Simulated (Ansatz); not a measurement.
Runs of Ansatz 0.2.0 on As. It takes space group R-3m (No. 166, trigonal). Conventional cell: a = 3.762 Å, b = 3.762 Å, c = 10.542 Å, α = 90.00°, β = 90.00°, γ = 120.00°. As (site symmetry 3m) is surrounded by 3 As at 2.51 Å. 

```csv
task,level,potentials or basis,spin,cell,cutoff (eV),smearing,gap on the mesh (eV),pressure (GPa),largest force (eV/Å)
density of states,r2SCAN+rVV10,Ansatz PAW earlier set,"collinear, ferrimagnetic start",as given,550,methfessel-paxton 0.15 eV,none,1.0,0.18
single point,PBE,Ansatz PAW,off,as given,420,fermi-dirac 0.05 eV,none,(b),0.43
projected density of states,RPBE,JTH PAW,off,as given,1350,fermi-dirac 0.1 eV,none,(a),0.49
single point,PBE,Ansatz PAW,off,"atoms moved at random, drawn with an rms of 0.05 Å",420,fermi-dirac 0.05 eV,none,4.3,0.72
```

Alike in all rows: k mesh 9 × 9 × 9.

**Question.** Fill in the values left out.

**Answer.** (a) 5.6; (b) 3.7.

Caveats: the PAW data sets come from PBE, with cores solved anew for the run's functional, which leaves a small shift of forces and pressure (some runs); the starting moments weren't kept (some runs).

A k mesh can miss the band edges, and the runs leave out spin-orbit coupling on As.

A gap of «none» marks a metal or a gap under the smearing width.
